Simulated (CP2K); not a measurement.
Runs of CP2K 2026.2 on SrCl2. Symmetry: Fm-3m, No. 225, cubic system. The conventional cell has a = 6.977 Å, b = 6.977 Å, c = 6.977 Å, α = 90.00°, β = 90.00°, γ = 90.00°. Sr (site symmetry m-3m) is surrounded by 8 Cl at 3.02 Å. Cl (site symmetry -43m) has 4 Sr at 3.02 Å as nearest neighbours. 

| level | cutoff of the non-local correlation (Ry) | gap on the mesh (eV) | pressure (GPa) |
| --- | --- | --- | --- |
| PBE | - | 5.33 | 1.5 |
| vdW-DF-cx | 300 | (a) | (b) |
| M06-L | - | 5.69 | 0.4 |
| HLE16 | - | 6.97 | 0.5 |
| BEEF-vdW | 300 | 5.58 | 2.3 |
| LDA | - | 4.84 | (c) |

Alike in all rows: task single point; potentials or basis POTENTIAL_UZH Sr GTH-PBE-q10, Cl GTH-PBE-q7; TZVP-MOLOPT-PBE-GTH basis; no spin polarisation; cell as given; k mesh 7 × 7 × 7; smearing fermi-dirac 0.05 eV.

Task: Estimate the missing entries.

Result: (a) 5.27; (b) 0.0; (c) -1.9.

Caveats: an odd mesh through Γ misses points on the zone boundary, where band edges often lie; the basis of atomic orbitals isn't converged, which shifts pressures, moduli and gaps; the potentials were made for another functional, which shifts forces and pressure (some runs); the potentials were made for a functional far from this one (some runs).

A k mesh can miss the band edges, and the runs leave out spin-orbit coupling on Sr.
